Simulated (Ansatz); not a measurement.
Crystal: CdSe (Cadmoselite).

```
Cd Se
1.0
     4.26947    0.02131   -0.01263
    -2.11628    3.71697    0.07086
    -0.02062    0.12167    7.06550
Cd Se
2 2
Direct
  0.66667 0.33333 0.50000
  0.33333 0.66667 0.00000
  0.66667 0.33333 0.88500
  0.33333 0.66667 0.38500
```

The cell isn't the ideal one: cell strained at random at fixed volume.

* Program: Ansatz 0.2.0
* Task: relaxation of the atoms
* Functional: revPBE
* Dispersion: D4
* Potentials or basis: all-electron LAPW, scalar-relativistic
* Basis error allowed: 0.001 eV/atom
* k mesh: 5 × 5 × 3
* Occupations: methfessel-paxton, width 0.15 eV
* Spin: collinear spin, antiferromagnetic start
* Starting moments: [0.5, -0.5, 0.0, 0.0] μB

At the start: volume 28.10 Å³/atom.

Q: Where does the relaxation end?

A: Over 3 steps the energy falls by 9.4 meV/atom; space group P1 (No. 1, to 0.05 Å); moment 0.00 μB per cell.

The path:
| step | energy change (eV) | largest force (eV/Å) |
| --- | --- | --- |
| 1 | 0.0000 | 0.4353 |
| 2 | -0.0375 | 0.0253 |
| 3 | -0.0375 | 0.0251 |

Final structure:
```
Cd Se
1.0
     4.26947    0.02131   -0.01263
    -2.11628    3.71697    0.07086
    -0.02062    0.12167    7.06550
Cd Se
2 2
Direct
  0.66436 0.33037 0.50612
  0.33287 0.66198 0.00632
  0.67051 0.33357 0.87883
  0.33226 0.67408 0.37873
```

Caveat: the starting moments weren't kept.
